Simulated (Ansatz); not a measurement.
## Infrared modes and screening in Li₂Se (Fm-3m)

Perturbation theory with PBEsol in the plane-wave code Ansatz on the PBEsol cell, ground state and force constants on a 6×6×6 mesh. Spin-unpolarised throughout; all numbers are computed.

The symmetry is Fm-3m (No. 225, cubic); conventional cell a = 5.945 Å, 17.51 Å³ an atom. Around Li lie 4 Se at 2.57 Å; around Se lie 8 Li at 2.57 Å.

```cif
data_structure
_symmetry_space_group_name_H-M 'P 1'
_symmetry_Int_Tables_number 1
_cell_length_a 4.2037
_cell_length_b 4.2037
_cell_length_c 4.2037
_cell_angle_alpha 60.000
_cell_angle_beta 60.000
_cell_angle_gamma 60.000
_cell_volume 52.53
loop_
_atom_site_label
_atom_site_type_symbol
_atom_site_fract_x
_atom_site_fract_y
_atom_site_fract_z
_atom_site_occupancy
Li1 Li 0.25000 0.25000 0.25000 1
Li2 Li 0.75000 0.75000 0.75000 1
Se1 Se 0.00000 0.00000 0.00000 1
```

Optical modes without the longitudinal term:
```tsv
ω (cm⁻¹)	degeneracy	IR intensity, summed over the level ((D/Å)²/amu)
286	3	20.81
351	3	0.00
```

The zone-centre optical frequencies run from 286 to 351 cm⁻¹, none imaginary (the rest of the zone wasn't tested). With the long-range field the highest mode reaches 381 cm⁻¹. By the program's warning the force constants, and with them frequencies and ε⁰, aren't converged on this mesh. Of the real levels 1 is infrared active, the strongest at 286 cm⁻¹.

ε∞: 4.42 in all directions. With the ions relaxed, ε⁰ is 7.9 in all directions. Born charges, averaged over directions: Li +0.94, Se -1.88 e.

With one polar mode in a cubic crystal the Lyddane-Sachs-Teller relation applies: (ω_LO/ω_TO)² = (381.5/286.0)² = 1.779, and ε⁰/ε∞ = 7.864/4.421 = 1.779. The refractive index √ε∞ is 2.10.

For comparison, on the r2SCAN cell the mean ε∞ is 4.00 with r2SCAN (ground state on 6×6×6; least gap 3.48 eV), 4.35 with PBE (ground state on 6×6×6; least gap 2.97 eV).

The runs are scalar-relativistic, without spin-orbit coupling.
